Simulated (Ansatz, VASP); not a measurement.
# MgI2: VASP beside Ansatz

Contents of INCAR:

```
SYSTEM = MgI2
PREC     = Accurate       ! precision mode
ENCUT    = 520            ! plane-wave cutoff, eV
EDIFF    = 1E-7           ! SCF threshold, eV
ISMEAR   = -1             ! smearing method
SIGMA    = 0.05           ! smearing width, eV
LREAL    = .False.        ! projectors in reciprocal space
LASPH    = .True.         ! aspherical terms in the spheres
NELM     = 100            ! most SCF steps
ALGO     = Normal         ! electronic algorithm
ISIF     = 2              ! what is computed and relaxed
LWAVE    = .False.        ! write WAVECAR
LCHARG   = .False.        ! write CHGCAR
GGA      = PE             ! functional
NBANDS   = 15             ! bands
```

Contents of KPOINTS:

```
regular mesh
0
Gamma
  8 8 4
  0 0 0
```

File POSCAR:

```
MgI2
1.0
    4.1944799318      0.0000000000      0.0000000000
   -2.0972399659      3.6325261766      0.0000000000
    0.0000000000      0.0000000000      6.9705366983
I Mg
2 1
Direct
    0.6666666667      0.3333333333      0.7500000000
    0.3333333333      0.6666666667      0.2500000000
    0.0000000000      0.0000000000      0.0000000000
```

Contents of input.yaml:

```yaml
crystal:
  lattice:
    - [4.1944799318, 0.0, 0.0]
    - [-2.0972399659, 3.6325261766, 0.0]
    - [0.0, 0.0, 6.9705366983]
  atoms:
    - { symbol: I, position: [0.6666666667, 0.3333333333, 0.75] }
    - { symbol: I, position: [0.3333333333, 0.6666666667, 0.25] }
    - { symbol: Mg, position: [0.0, 0.0, 0.0] }
hamiltonian:
  xc: pbe
  pseudopotentials: { kind: paw }
kpoints:
  mp_grid: { grid: [8, 8, 4] }
scf:
  occupations: { method: fermi_dirac, width: 0.05 }
output:
  forces: true
  stress: true
  eigenvalues: true
  write_density: true
  write_potential: true
  elf: true
  volumetric_format: npy
```

Change from the starting cell: volume scaled by 1.04.

Alike in both runs: task single point; functional PBE; k mesh 8 × 8 × 4; occupations fermi-dirac, width 0.05 eV; no spin polarisation.

|  | VASP | Ansatz |
| --- | --- | --- |
| version | VASP 6.6.1 | Ansatz 0.2.0 |
| potentials or method | VASP PAW PBE potentials, release 64 (I, Mg) | Ansatz PAW |
| plane-wave cutoff (eV) | 520 | 420 |
| valence electrons in the cell | 16 | 44 |

|  | VASP | Ansatz | Ansatz less VASP |
| --- | --- | --- | --- |
| gap on the k mesh at the Fermi level (eV) | 3.42 | 3.44 | +0.017 |
| least direct gap on the mesh (eV) | 3.47 | 3.48 | +0.016 |
| pressure (GPa) | -0.5 | -0.5 | +0.05 |
| largest component of the traceless stress (GPa) | 0.34 | 0.35 | +0.004 |
| rms of the force components (eV/Å) | 0.194 | 0.189 | -0.0046 |

Atom by atom the forces differ by 0.005 eV/Å (rms over components). The two sets of potentials don't hold the same shells in valence.

Caveats: spin-orbit coupling is left out, which moves the levels of the heavy elements; the cell's inner coordinates are idealised or old, which leaves forces on the atoms; this functional lacks dispersion, which binds the layers, so the pressure and a relaxed spacing across them are unreliable. A k mesh can miss the band edges.
